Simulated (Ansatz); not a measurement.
**W: relaxation of cell and atoms with PBE+D4**

W:

```xyz
1
Lattice="2.7407 0.0000 0.0000 -0.9136 2.5840 0.0000 -0.9136 -1.2920 2.2378" Properties=species:S:1:pos:R:3 pbc="T T T"
W     0.0000    0.0000    0.0000
```

```
Program             : Ansatz 0.2.0
Task                : relaxation of cell and atoms
Functional          : PBE
Dispersion          : D4
Potentials or basis : Ansatz PAW polarizable
Cutoff              : 420 eV
Density cutoff      : 1680 eV
k mesh              : 10 × 10 × 10
Occupations         : fermi-dirac, width 0.15 eV
Spin                : no spin polarisation
Driver              : calculator
Optimizer           : FIRE
Fmax                : 0.01
Steps               : 30
Filter              : FrechetCellFilter
```

```yaml
Relaxed_volume: 15.81 Å³/atom
Relaxed_cell: a = 2.739 Å, b = 2.739 Å, c = 2.739 Å, α = 109.47°, β = 109.47°, γ = 109.47°
Space_group_after_relaxing_to_0.05_Å: Im-3m (No. 229)
Energy_gained_by_relaxing: 0.1 meV/atom
Ionic_steps: 2
Pressure_after_relaxing: 0.0 GPa
```

Final structure:
```xyz
1
Lattice="2.7386 0.0000 0.0000 -0.9129 2.5820 0.0000 -0.9129 -1.2910 2.2361" Properties=species:S:1:pos:R:3 pbc="T T T"
W     0.0000    0.0000    0.0000
```

It took 2.7 s on 2 threads of Arm Neoverse N1 (shared host), peak memory 0.41 GiB.

Caveat: the thresholds are loose for stress. Spin-orbit coupling is left out, which matters for the levels of W.
